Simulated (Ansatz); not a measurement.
**NMR crystallography of MoS2: given against relaxed positions**

Start: a COD entry, taken as it stands.

```xyz
3
Lattice="1.5815 0.9131 6.1233 -1.5815 0.9131 6.1233 0.0000 -1.8262 6.1233" Properties=species:S:1:pos:R:3 pbc="T T T"
Mo    0.0000    0.0000    0.0000
S     0.0000    0.0000    4.6219
S     0.0000    0.0000    7.6254
```

Atom numbers follow the list; atoms alike are taken as one site, whose name carries the number of the first.

Method: Kohn–Sham DFT in Ansatz, PBE, plane waves and PAW, scalar-relativistic, collinear spin, 420 eV cutoff, Γ-centred 16×16×16 k-points, Fermi–Dirac smearing 0.02 eV. Start moments as typed (μB): 2 on each Mo, none on the rest.

The largest force at the start is 1.3 eV/Å. Relaxing the ions at fixed cell moves them by 0.061 Å at most (atom 3, S) and 0.050 Å rms. End positions:

```
CELL_PARAMETERS angstrom
1.58150 0.91308 6.12333
-1.58150 0.91308 6.12333
0.00000 -1.82616 6.12333
ATOMIC_POSITIONS crystal
Mo 0.99999 0.99999 0.99999
S 0.24830 0.24830 0.24830
S 0.41841 0.41841 0.41841
```

```
site  atom  moved (Å)  first shell before  first shell after  V_zz before (10²¹ V/m²)  η before
  Mo     1      0.000       6 S at 2.36 Å      6 S at 2.40 Å                    -9.08      0.00
  S2     2      0.061      3 Mo at 2.36 Å     3 Mo at 2.40 Å                    -6.39      0.00
  S3     3      0.061      3 Mo at 2.36 Å     3 Mo at 2.40 Å                    -6.25      0.00
```

Problem. How do the gradients change?

Solution. 

```json
{"site": "Mo", "atom": "1", "V_zz after": "-7.41", "η after": "0.00", "change of V_zz": "+1.67"}
{"site": "S2", "atom": "2", "V_zz after": "-5.32", "η after": "0.00", "change of V_zz": "+1.07"}
{"site": "S3", "atom": "3", "V_zz after": "-5.14", "η after": "0.00", "change of V_zz": "+1.11"}
```

The largest change of V_zz is on Mo, from -9.08 to -7.41. In per cent, |V_zz| changes by -18 on Mo, -18 to -17 on S (all sites that start above 0.5).

Without spin–orbit coupling (the program notes it for Mo) the gradients can shift somewhat, as the gap is small. The start moments die out, and the run ends without spin.
